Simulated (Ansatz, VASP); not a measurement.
Ga in VASP and in Ansatz

```
Ga
1.0
     1.35477   -3.94430    0.00000
     1.35477    3.94430    0.00000
    -0.11505    0.00000    3.26195
Ga
2
Cartesian
  1.2685 2.9109 2.4465
  1.3260 -2.9109 0.8155
```

Change from the starting cell: volume scaled by 0.94.

Alike in both runs: task single point; functional PBE; k mesh 10 × 10 × 8; occupations fermi-dirac, width 0.05 eV; no spin polarisation.

|  | VASP | Ansatz |
| --- | --- | --- |
| version | VASP 6.6.1 | Ansatz 0.2.0 |
| potentials or method | VASP PAW PBE potentials, release 64 (Ga_d) | Ansatz PAW |
| plane-wave cutoff (eV) | 520 | 420 |
| valence electrons in the cell | 26 | 26 |

|  | VASP | Ansatz | Ansatz less VASP |
| --- | --- | --- | --- |
| gap on the k mesh at the Fermi level (eV) | none | none | - |
| pressure (GPa) | 6.0 | 5.9 | -0.13 |
| largest component of the traceless stress (GPa) | 1.26 | 1.23 | -0.027 |
| rms of the force components (eV/Å) | 0.131 | 0.131 | -0.0004 |

Atom by atom the forces differ by 0.000 eV/Å (rms over components). A gap of «none» marks a metal or a gap that the smearing closes.
